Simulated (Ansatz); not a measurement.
The system is N.

```
N
1.0
     4.08406    0.00000    0.00000
     0.00000    4.08406    0.00000
     0.00000    0.00000    5.34591
N
4
Direct
  0.40428 0.59572 0.50000
  0.09572 0.09572 0.00000
  0.59572 0.40428 0.50000
  0.90428 0.90428 0.00000
```

Base run:

* Program: Ansatz 0.2.0
* Functional: RPBE
* Potentials or basis: Ansatz PAW
* Cutoff: 420 eV (not typed: the program's choice for these potentials)
* k mesh: 7 × 7 × 5
* Occupations: gaussian, width 0.02 eV
* Spin: no spin polarisation

Its results: band gap on the k mesh 7.03 eV, indirect (least direct gap 7.21 eV); pressure 1.1 GPa; largest force 0.102 eV/Å.

The run is repeated on the same cell with these changes: functional from RPBE to PBEsol. What comes out?

Band gap on the k mesh 6.90 eV, indirect (least direct gap 7.08 eV); pressure -0.8 GPa; largest force 0.861 eV/Å.

PBEsol binds more tightly than RPBE, so the same cell stands under less pressure.

Caveats: odd divisions of the mesh miss points on the zone boundary, where band edges often lie, so the gap on the mesh can be too wide; the PAW data sets come from PBE, with cores solved anew for the run's functional, which leaves a small shift of forces and pressure.

A k mesh can miss the band edges.
